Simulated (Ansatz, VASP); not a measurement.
# Ga in VASP and in Ansatz

```xyz
1
Lattice="2.6606 0.0000 0.0000 0.0000 2.6606 0.0000 0.0000 0.0000 2.6606" Properties=species:S:1:pos:R:3 pbc="T T T"
Ga    0.0000    0.0000    0.0000
```

Alike in both runs: functional PBEsol; k mesh 15 × 15 × 15; occupations fermi-dirac, width 0.1 eV; no spin polarisation.

Ansatz relaxed the structure, and its values are those at the end. VASP's run is a single point on that final structure, the one shown.

```csv
,VASP,Ansatz
version,VASP 6.6.1,Ansatz 0.2.0
potentials or method,"VASP PAW PBE potentials, release 64 (Ga_d)","PAW with Ansatz's default frozen-core files, scalar-relativistic"
plane-wave cutoff (eV),520,420
valence electrons in the cell,13,13
```

```tsv
	VASP	Ansatz	Ansatz less VASP
pressure (GPa)	0.0	0.0	-0.05
```

The functional is the same, so the differences come from potentials, cutoffs and numerics.

Caveats: the PAW data sets were made with another functional, which shifts forces and pressure a little (VASP).
